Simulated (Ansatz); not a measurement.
Geometry optimisation in Ansatz: input, command and trajectory.

```yaml
crystal:
  lattice:
    - [4.543884527, 0.0, 0.0]
    - [0.0, 4.543884527, 0.0]
    - [0.0, 0.0, 4.543884527]
  atoms:
    - { symbol: Ge, position: [0.5, 0.0, 0.0] }
    - { symbol: Ge, position: [0.0, 0.5, 0.0] }
    - { symbol: Ge, position: [0.0, 0.0, 0.5] }
    - { symbol: S, position: [0.0, 0.0, 0.0] }
basis:
  ecutwfc: 420
kpoints:
  mp_grid: { grid: [4, 4, 4] }
hamiltonian:
  xc: pbe
scf:
  occupations: { method: gaussian, width: 0.1 }
  lower_state_search: "off"
output:
  forces: true
  stress: true
  eigenvalues: true
relax:
  adjacent_minimum: "off"
  f_tol: 0.04
  max_steps: 70
  cell: { stress_tol: 0.4 }
```

```bash
ansatz run input.yaml --threads 1 --pin off --max-ram 2560MiB --backend cpu --events-out ev --progress --plain --runs-dir out
```

The calculation used DFT PBE, scalar-relativistic, plane waves, PAW (Ansatz 0.2.0).

Of 7 frames 6 are shown, positions in Å and forces in eV/Å; the SCF threshold varies from step to step. Steps run on the plane waves of an earlier cell, with a Pulay correction in the pressure. The basis is chosen afresh for the last frame, the zero of the energies, and at times for earlier ones too; energy and pressure step there, also at an unchanged geometry. Here that happened at step 5 (-12 meV/atom, 0.7 GPa); the frames before carry an error of that size.

```xyz
4
Lattice="4.5439 0.0000 0.0000 0.0000 4.5439 0.0000 0.0000 0.0000 4.5439" Properties=species:S:1:pos:R:3:forces:R:3 pbc="T T T" step=1 free_energy_over_end_meV_per_atom=395.31 pressure_GPa=14.42
Ge    2.2719    0.0000    0.0000    0.0000    0.0000    0.0000
Ge    0.0000    2.2719    0.0000    0.0000    0.0000    0.0000
Ge    0.0000    0.0000    2.2719    0.0000    0.0000    0.0000
S     0.0000    0.0000    0.0000    0.0000    0.0000    0.0000
4
Lattice="4.7650 0.0000 0.0000 0.0000 4.7650 0.0000 0.0000 0.0000 4.7650" Properties=species:S:1:pos:R:3:forces:R:3 pbc="T T T" step=2 free_energy_over_end_meV_per_atom=142.20 pressure_GPa=8.01
Ge    2.3825    0.0000    0.0000    0.0000    0.0000    0.0000
Ge    0.0000    2.3825    0.0000    0.0000    0.0000    0.0000
Ge    0.0000    0.0000    2.3825    0.0000    0.0000    0.0000
S     0.0000    0.0000    0.0000    0.0000    0.0000    0.0000
4
Lattice="4.9866 0.0000 0.0000 0.0000 4.9866 0.0000 0.0000 0.0000 4.9866" Properties=species:S:1:pos:R:3:forces:R:3 pbc="T T T" step=3 free_energy_over_end_meV_per_atom=18.78 pressure_GPa=1.75
Ge    2.4933    0.0000    0.0000    0.0000    0.0000    0.0000
Ge    0.0000    2.4933    0.0000    0.0000    0.0000    0.0000
Ge    0.0000    0.0000    2.4933    0.0000    0.0000    0.0000
S     0.0000    0.0000    0.0000    0.0000    0.0000    0.0000
4
Lattice="5.0561 0.0000 0.0000 0.0000 5.0561 0.0000 0.0000 0.0000 5.0561" Properties=species:S:1:pos:R:3:forces:R:3 pbc="T T T" step=4 free_energy_over_end_meV_per_atom=12.52 pressure_GPa=-0.14
Ge    2.5280    0.0000    0.0000    0.0000    0.0000    0.0000
Ge    0.0000    2.5280    0.0000    0.0000    0.0000    0.0000
Ge    0.0000    0.0000    2.5280    0.0000    0.0000    0.0000
S     0.0000    0.0000    0.0000    0.0000    0.0000    0.0000
4
Lattice="5.0561 0.0000 0.0000 0.0000 5.0561 0.0000 0.0000 0.0000 5.0561" Properties=species:S:1:pos:R:3:forces:R:3 pbc="T T T" step=5 free_energy_over_end_meV_per_atom=0.97 pressure_GPa=0.60
Ge    2.5280    0.0000    0.0000    0.0000    0.0000    0.0000
Ge    0.0000    2.5280    0.0000    0.0000    0.0000    0.0000
Ge    0.0000    0.0000    2.5280    0.0000    0.0000    0.0000
S     0.0000    0.0000    0.0000    0.0000    0.0000    0.0000
4
Lattice="5.0786 0.0000 0.0000 0.0000 5.0786 0.0000 0.0000 0.0000 5.0786" Properties=species:S:1:pos:R:3:forces:R:3 pbc="T T T" step=7 free_energy_over_end_meV_per_atom=0.00 pressure_GPa=0.13
Ge    2.5393    0.0000    0.0000    0.0000    0.0000    0.0000
Ge    0.0000    2.5393    0.0000    0.0000    0.0000    0.0000
Ge    0.0000    0.0000    2.5393    0.0000    0.0000    0.0000
S     0.0000    0.0000    0.0000    0.0000    0.0000    0.0000
```

The start puts this composition into another compound's structure type, which needn't suit it. The cell swells from 23.5 to 32.7 Å³ an atom, so the end can be far from any stable crystal. At the end the space group is Pm-3m (tolerance 0.05 Å).

The run took 15 s on 1 thread of Arm Neoverse V1 (shared host), peak memory 0.37 GiB.

The k mesh is coarse.